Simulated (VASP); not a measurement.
**Mg3Sb2: relaxation of shape and atoms at fixed volume with PBE**

Crystal: Mg3Sb2.

```
Mg Sb
1.0
     4.63102    0.00000    0.00000
    -2.31551    4.01058    0.00000
     0.00000    0.00000    7.30790
Mg Sb
3 2
Direct
  0.33333 0.66667 0.63246
  0.66667 0.33333 0.36754
  0.00000 0.00000 0.00000
  0.33333 0.66667 0.22557
  0.66667 0.33333 0.77443
```

The cell isn't the ideal one: a relaxed cell with its volume scaled by 1.02.

```
Program                : VASP 6.6.1
Task                   : relaxation of shape and atoms at fixed volume
Functional             : PBE
Potentials or basis    : VASP PAW PBE potentials, release 64 (Mg, Sb)
Cutoff                 : 300 eV
k mesh                 : 5 × 5 × 3
Occupations            : gaussian, width 0.03 eV
Spin                   : no spin polarisation
Further INCAR settings : ALGO = Fast; EDIFF = 1e-07; IBRION = 2; EDIFFG = -0.01; NSW = 40; ISIF = 4
```

- Energy gained by relaxing: 0.1 meV/atom
- Ionic steps: 3
- Pressure after relaxing: -0.8 GPa
- Largest force after relaxing: 0.008 eV/Å
- Band gap on the k mesh: 0.04 eV, indirect (least direct gap 0.90 eV)

Forces in eV/Å, atoms in the order of the input:
```
Mg   0.000  0.000  0.007
Mg   0.000  0.000 -0.007
Mg   0.000  0.000  0.000
Sb   0.000  0.000  0.008
Sb   0.000  0.000 -0.008
```

The path:
```csv
step,energy change (eV),largest force (eV/Å),pressure (GPa)
1,0.0000,0.0405,-0.83
2,-0.0001,0.0300,-0.81
3,-0.0003,0.0079,-0.79
```

Final structure:
```xyz
5
Lattice="4.6308 0.0000 0.0000 -2.3154 4.0104 0.0000 0.0000 0.0000 7.3085" Properties=species:S:1:pos:R:3 pbc="T T T"
Mg    0.0000    2.6736    4.6235
Mg    2.3154    1.3368    2.6850
Mg   -2.3154    4.0104    7.3085
Sb    0.0000    2.6736    1.6546
Sb    2.3154    1.3368    5.6539
```

Levels at points of the mesh, in eV from the valence-band top:
```tsv
k point	band 6	band 7	band 8	band 9	band 10	band 11
(0.00, 0.00, 0.00)	-0.40	-0.40	0.00	0.90	1.11	2.99
```

It took 28 s on 1 thread of Intel(R) Xeon(R) Platinum 8488C (Sapphire Rapids), with other jobs on the host, peak memory 0.17 GiB.

Caveat: spin-orbit coupling is left out, which moves the levels of the heavy elements; an odd mesh through Γ misses points on the zone boundary, where band edges often lie.
